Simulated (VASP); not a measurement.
# PbSe (Fm-3m) in VASP: further runs

Runs on PbSe. Level: r2SCAN. Tasks: relaxation of the atoms.

Everything below comes from runs of VASP 6.6.1. Logs are shortened: lines on timing, memory, paths and dates and some standing lists are left out, and cuts for length are marked.

**The experiment to reproduce.**

From a printed reference work, monograph, for a bulk crystal of PbSe at 300 K: band gap 0.28 eV (direct).

The runs below are set against these values where they give the same quantity.

### 1 The cell of the first run

The structure is cubic, space group Fm-3m (No. 225). Conventional cell: a = 6.179 Å, b = 6.179 Å, c = 6.179 Å, α = 90.00°, β = 90.00°, γ = 90.00°. Within 4.1 Å of Pb (site symmetry m-3m) lie 6 Se at 3.09 Å. Se (site symmetry m-3m) has 6 Pb at 3.09 Å within 4.1 Å.

### 2 Relaxation of the atoms, r2SCAN

File POSCAR:

```
PbSe
1.0
    0.0000000000      3.0893771700      3.0893771700
    3.0893771700      0.0000000000      3.0893771700
    3.0893771700      3.0893771700      0.0000000000
Pb Se
1 1
Direct
    0.0000000000      0.0000000000      0.0000000000
    0.5000000000      0.5000000000      0.5000000000
```

File INCAR.step1:

```
SYSTEM = PbSe
ALGO = Normal
EDIFF = 1E-4
ENCUT = 520
GGA = PE
ISMEAR = -1
LASPH = .TRUE.
LCHARG = .FALSE.
LREAL = .FALSE.
LWAVE = .TRUE.
NELM = 100
PREC = Accurate
SIGMA = 0.02
```

File INCAR.step2:

```
SYSTEM = PbSe
ALGO = Normal
EDIFF = 1E-6
EDIFFG = -0.01
ENCUT = 520
IBRION = 2
ISIF = 2
ISMEAR = -1
ISTART = 1
LASPH = .TRUE.
LCHARG = .FALSE.
LMIXTAU = .TRUE.
LREAL = .FALSE.
LWAVE = .FALSE.
METAGGA = R2SCAN
NELM = 100
NSW = 50
PREC = Accurate
SIGMA = 0.02
```

File KPOINTS:

```
k-points
0
G
  8 8 8
  0 0 0
```

Potentials or basis: VASP PAW PBE potentials, release 64 (Pb_d, Se).

Launch:

```console
$ cat potpaw_PBE.64/Pb_d/POTCAR potpaw_PBE.64/Se/POTCAR > POTCAR
$ cp INCAR.step1 INCAR
$ mpirun -np 1 vasp_std > vasp.out
$ cp INCAR.step2 INCAR
$ mpirun -np 1 vasp_std > vasp.out
```

OUTCAR:

```text
SYSTEM = PbSe
   EDIFF = 1E-6
   EDIFFG = -0.01
   ENCUT = 520
   IBRION = 2
   ISIF = 2
   ISMEAR = -1
   ISTART = 1
   LASPH = .TRUE.
   LREAL = .FALSE.
   METAGGA = R2SCAN
   NELM = 100
   NSW = 50
   PREC = Accurate

 ion  position               nearest neighbor table
   1  0.000  0.000  0.000-   2 3.09   2 3.09   2 3.09   2 3.09   2 3.09   2 3.09
   2  0.500  0.500  0.500-   1 3.09   1 3.09   1 3.09   1 3.09   1 3.09   1 3.09

  LATTYP: Found a face centered cubic cell.
 ALAT       =     6.1787543400

  Lattice vectors:

 A1 = (   0.0000000000,   3.0893771700,   3.0893771700)
 A2 = (   3.0893771700,   0.0000000000,   3.0893771700)
 A3 = (   3.0893771700,   3.0893771700,   0.0000000000)

Analysis of symmetry for initial positions (statically):
=====================================================================
 Subroutine PRICEL returns:
 Original cell was already a primitive cell.

 Routine SETGRP: Setting up the symmetry group for a
 face centered cubic supercell.

 Subroutine GETGRP returns: Found 48 space group operations
 (whereof 48 operations were pure point group operations)
 out of a pool of 48 trial point group operations.

The static configuration has the point symmetry O_h .

Analysis of symmetry for dynamics (positions and initial velocities):
=====================================================================
 Subroutine PRICEL returns:
 Original cell was already a primitive cell.

 Routine SETGRP: Setting up the symmetry group for a
 face centered cubic supercell.

 Subroutine GETGRP returns: Found 48 space group operations
 (whereof 48 operations were pure point group operations)
 out of a pool of 48 trial point group operations.

The dynamic configuration has the point symmetry O_h .

 Subroutine INISYM returns: Found 48 space group operations
 (whereof 48 operations are pure point group operations),
 and found     1 'primitive' translations

----------------------------------------------------------------------------------------

                                     Primitive cell

  volume of cell :      58.9716

  direct lattice vectors                    reciprocal lattice vectors
     0.000000000  3.089377170  3.089377170    -0.161844920  0.161844920  0.161844920
     3.089377170  0.000000000  3.089377170     0.161844920 -0.161844920  0.161844920
[... 94 lines left out ...]
   TEBEG  =    0.0;   TEEND  =   0.0 temperature during run
   PSTRESS=    0.0 pullay stress
   NELECT =      20.0000    total number of electrons
   NUPDOWN=      -1.0000    fix difference up-down
   EMIN   =  10.00;   EMAX   =-10.00  energy-range for DOS
   EFERMI =   0.00;   METHOD = LEGACY
   ISMEAR =    -1;   SIGMA  =   0.02  broadening in eV -4-tet -1-fermi 0-gaus
   EFERMI_NEDOS =   21; number of points for ismear=-14 and -15
   IALGO  =     38    algorithm
   IMIX   =      4    mixing-type and parameters
     AMIX     =   0.40;   BMIX     =  1.00
     AMIX_MAG =   1.60;   BMIX_MAG =  1.00
  volume/ion in A,a.u.               =      29.49       198.98
  Fermi-wavevector in a.u.,A,eV,Ry     =   1.141661  2.157427 17.733701  1.303390
  Thomas-Fermi vector in A             =   2.278361
   LORBIT       =      0    0 simple, 1 ext, 2 COOP (PROOUT), +10 PAW based schemes
   METAGGA = R2SCAN    functional components
   LHFCALC =     F    Hartree Fock is set to
   AEXX    =    0.0000 exact exchange contribution
   IVDW    =     0    specifies the selected vdW correction
   LEPSILON=     F    determine dielectric tensor
   LRPA    =     F    only Hartree local field effects (RPA)
 conjugate gradient relaxation of ions
 non-spin polarized calculation
  energy-cutoff  :      520.00
  volume of cell :       58.97
 maximum number of plane-waves:      1604
   NGX = 17   NGY = 17   NGZ = 17

 number of electron      19.9999993 magnetization

 Free energy of the ion-electron system (eV)
  ---------------------------------------------------
  ext. energy  EPLUGINS =         0.00000000
  ---------------------------------------------------
  free energy    TOTEN  =       -71.93937345 eV

  energy without entropy =      -71.93937345  energy(sigma->0) =      -71.93937345

 E-fermi :   4.8845     XC(G=0):  -9.9298

 val. band max:        4.5477077084   @ k =   0.5000   0.0000   0.0000
 cond. band min:       5.2200131411   @ k =   0.5000   0.0000   0.0000
 fundamental gap:      0.6723054328
 Fermi energy:         4.8844838785

 k-point     1 :       0.0000    0.0000    0.0000
  band No.  band energies     occupation
      1     -12.8526      2.00000
      2     -12.8526      2.00000
      3     -12.8526      2.00000
      4     -12.8479      2.00000
      5     -12.8479      2.00000
      6      -9.3356      2.00000
      7      -1.8317      2.00000
      8       2.6752      2.00000
      9       2.6752      2.00000
     10       2.6752      2.00000
     11       9.5451      0.00000
     12       9.5451      0.00000
     13       9.5451      0.00000
     14      11.5890      0.00000
[... 377 lines left out ...]
      1     -12.9020      2.00000
      2     -12.8602      2.00000
      3     -12.8426      2.00000
      4     -12.8340      2.00000
      5     -12.8207      2.00000
      6      -8.1148      2.00000
      7      -4.0080      2.00000
      8       1.3724      2.00000
      9       1.7382      2.00000
     10       3.7273      2.00000
     11       6.2753      0.00000
     12       8.2596      0.00000
     13       8.9192      0.00000
     14      12.6413      0.00000

 [... further k-points ...]

------------------------ aborting loop because EDIFF is reached ----------------------------------------

  FORCE on cell =-STRESS in cart. coord.  units (eV):
  Direction    XX          YY          ZZ          XY          YZ          ZX
  --------------------------------------------------------------------------------------
  -------------------------------------------------------------------------------------
  Total       -0.0086786     -0.0086786     -0.0086786      0.0000000      0.0000000     -0.0000000
  in kB       -0.2357847     -0.2357847     -0.2357847      0.0000000      0.0000000     -0.0000000
  external PRESSURE =      -0.2357847 kB  Pullay stress =       0.0000000 kB

 VOLUME and BASIS-vectors are now :
 -----------------------------------------------------------------------------
  energy-cutoff  :      520.00
  volume of cell :       58.97
      direct lattice vectors                 reciprocal lattice vectors
     0.000000000  3.089377170  3.089377170    -0.161844920  0.161844920  0.161844920
     3.089377170  0.000000000  3.089377170     0.161844920 -0.161844920  0.161844920
     3.089377170  3.089377170  0.000000000     0.161844920  0.161844920 -0.161844920

 POSITION                                       TOTAL-FORCE (eV/Angst)
 -----------------------------------------------------------------------------------
      0.00000      0.00000      0.00000        -0.000000      0.000000      0.000000
      3.08938      3.08938      3.08938         0.000000     -0.000000     -0.000000
 -----------------------------------------------------------------------------------
    total drift:                                0.000000     -0.000000     -0.000000

  FREE ENERGIE OF THE ION-ELECTRON SYSTEM (eV)
  ---------------------------------------------------
  free  energy   TOTEN  =       -71.9393734475 eV

  energy  without entropy=      -71.9393734470  energy(sigma->0) =      -71.93937345

 reached required accuracy - stopping structural energy minimisation
```

OSZICAR.step1:

```text
N       E                     dE             d eps       ncg     rms          rms(c)
DAV:   1     0.157271743807E+03    0.15727E+03   -0.96648E+03   812   0.145E+03
DAV:   2     0.413906087523E+01   -0.15313E+03   -0.14962E+03   836   0.346E+02
DAV:   3    -0.819113229543E+01   -0.12330E+02   -0.12254E+02  1082   0.106E+02
DAV:   4    -0.849138771177E+01   -0.30026E+00   -0.30010E+00   874   0.192E+01
DAV:   5    -0.850310581718E+01   -0.11718E-01   -0.11718E-01  1132   0.365E+00    0.273E+00
DAV:   6    -0.819645461125E+01    0.30665E+00   -0.82646E-01  1156   0.702E+00    0.151E+00
DAV:   7    -0.819219513629E+01    0.42595E-02   -0.13115E-01   906   0.200E+00    0.843E-01
DAV:   8    -0.819579345076E+01   -0.35983E-02   -0.14349E-02   896   0.156E+00    0.163E-01
DAV:   9    -0.819532484321E+01    0.46861E-03   -0.26650E-03  1208   0.587E-01    0.589E-02
DAV:  10    -0.819541336695E+01   -0.88524E-04   -0.22839E-04   862   0.121E-01
   1 F= -.81954134E+01 E0= -.81954131E+01  d E =-.506240E-06
```

Wall time 78 s (1 thread of Intel Xeon Platinum 8259CL at 2.50GHz (Skylake/Cascade Lake), shared host); peak memory 0.2 GiB.

What came out:

- Free energy: -71.9394 eV
- Pressure after relaxing: 0.0 GPa
- Band gap on the k mesh: 0.67 eV

Final structure:
```
Pb Se
1.0
     0.00000    3.08938    3.08938
     3.08938    0.00000    3.08938
     3.08938    3.08938    0.00000
Pb Se
1 1
Direct
  0.00000 0.00000 0.00000
  0.50000 0.50000 0.50000
```

Caveat: the relaxation stopped at its first step, so nothing moved; the PAW data sets were made with another functional, which shifts forces and pressure a little; spin-orbit coupling is left out, which moves the levels of the heavy elements.

### 3 Relaxation of the atoms, r2SCAN

This run uses another cell than the first one, of 30.08 Å³/atom.

File POSCAR:

```
PbSe
1.0
    0.0000000000      3.1098372200      3.1098372200
    3.1098372200      0.0000000000      3.1098372200
    3.1098372200      3.1098372200      0.0000000000
Pb Se
1 1
Direct
    0.0000000000      0.0000000000      0.0000000000
    0.5000000000      0.5000000000      0.5000000000
```

File INCAR.step1:

```
ALGO = Normal ; EDIFF = 1E-4
ENCUT = 520 ; GGA = PE
ISMEAR = -1 ; LASPH = T
LCHARG = F ; LREAL = F
LWAVE = T ; NELM = 80
PREC = Accurate ; SIGMA = 0.02
```

File INCAR.step2:

```
ALGO = Normal ; EDIFF = 1E-7
EDIFFG = -0.01 ; ENCUT = 520
IBRION = 2 ; ISIF = 2
ISMEAR = -1 ; ISTART = 1
LASPH = T ; LCHARG = F
LMIXTAU = T ; LREAL = F
LWAVE = F ; METAGGA = R2SCAN
NELM = 80 ; NSW = 50
PREC = Accurate ; SIGMA = 0.02
```

File KPOINTS:

```
k-points
0
Gamma
  8 8 8
```

Potentials or basis: VASP PAW PBE potentials, release 64 (Pb_d, Se).

Launch:

```console
$ cat potpaw_PBE.64/Pb_d/POTCAR potpaw_PBE.64/Se/POTCAR > POTCAR
$ cp INCAR.step1 INCAR
$ mpirun -np 1 vasp_std > vasp.out
$ cp INCAR.step2 INCAR
$ mpirun -np 1 vasp_std > vasp.out
```

Wall time 2.2 min (1 thread of Intel Xeon Platinum 8259CL at 2.50GHz (Skylake/Cascade Lake), shared host); peak memory 0.22 GiB.

The run converged. Its results:

* Free energy: -71.9359 eV
* Pressure after relaxing: -1.0 GPa
* Band gap on the k mesh: 0.73 eV

Final structure:
```yaml
crystal:
  lattice:
    - [0.00000, 3.10984, 3.10984]
    - [3.10984, 0.00000, 3.10984]
    - [3.10984, 3.10984, 0.00000]
  atoms:
    - { symbol: Pb, position: [0.00000, 0.00000, 0.00000] }
    - { symbol: Se, position: [0.50000, 0.50000, 0.50000] }
```

Levels at points of the mesh, in eV from the valence-band top:
| k point | band 6 | band 7 | band 8 | band 9 | band 10 | band 11 | band 12 | band 13 | band 14 |
| --- | --- | --- | --- | --- | --- | --- | --- | --- | --- |
| (0.00, 0.00, 0.00) | -13.70 | -6.40 | -1.76 | -1.76 | -1.76 | 4.97 | 4.97 | 4.97 | 7.10 |
| (0.50, 0.00, 0.00) | -12.71 | -8.76 | -1.38 | -1.38 | 0.00 | 0.73 | 2.06 | 2.06 | 9.05 |
| (0.50, 0.50, 0.00) | -12.38 | -7.43 | -4.71 | -3.05 | -3.05 | 4.26 | 5.84 | 5.84 | 6.30 |

Caveat: the relaxation stopped at its first step, so nothing moved; the PAW data sets were made with another functional, which shifts forces and pressure a little; spin-orbit coupling is left out, which moves the levels of the heavy elements. A k mesh can miss the band edges.

### 4 How close it comes

Step 2. Against the measured gap of PbSe, 0.28 eV (direct; 300 K; a printed reference work, monograph), the calculated 0.67 eV is off by +0.39 eV. 2 values of this kind are on record (0.15 to 0.28 eV); this one was drawn at random. Spin-orbit coupling on Pb, Se is left out. The value is that of r2SCAN on a finite k mesh, which can miss the band edges, without temperature or zero-point motion.
